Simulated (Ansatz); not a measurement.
Runs of Ansatz 0.2.0 on AlNi3. The structure is cubic, space group Fm-3m (No. 225). The conventional cell has a = 5.604 Å, b = 5.604 Å, c = 5.604 Å, α = 90.00°, β = 90.00°, γ = 90.00°. Ni (site symmetry -43m) is surrounded by 4 Al at 2.43 Å and 4 Ni at 2.43 Å. Around Ni (site symmetry m-3m) lie 8 Ni at 2.43 Å. Al (site symmetry m-3m) has 8 Ni at 2.43 Å as nearest neighbours. The cell comes from a database or a generator and needn't be the stable form of this composition.

| task | level | cutoff (eV) | atoms under strain | gap on the mesh (eV) | moment (μB) | V0 of scaled cells (Å³/atom) | B0 (GPa) |
| --- | --- | --- | --- | --- | --- | --- | --- |
| equation of state | LDA | 420 | - | - | - | 10.60 | 219 |
| equation of state | r2SCAN | 500 | - | - | - | 11.00 | (a) |
| elastic constants | PBEsol | 420 | relaxed | none | 0.00 | - | - |
| phonons | PBEsol | 420 | - | none | 0.00 | - | - |

Alike in all rows: potentials or basis Ansatz PAW; spin collinear, ferromagnetic start; cell as given; k mesh 8 × 8 × 8; smearing fermi-dirac 0.05 eV.

Estimate the missing entries.

(a) 201.

Caveats: the PAW data sets come from PBE, with cores solved anew for the run's functional, which leaves a small shift of forces and pressure (some runs); the magnetic or orbital state may not be the lowest (some runs); the PAW data sets were made with another functional, which shifts forces and pressure a little (some runs); the elastic tensor has a negative eigenvalue, so either the cell is unstable as it stands or the mesh is too thin (some runs).

A gap of «none» marks a metal or a gap under the smearing width.
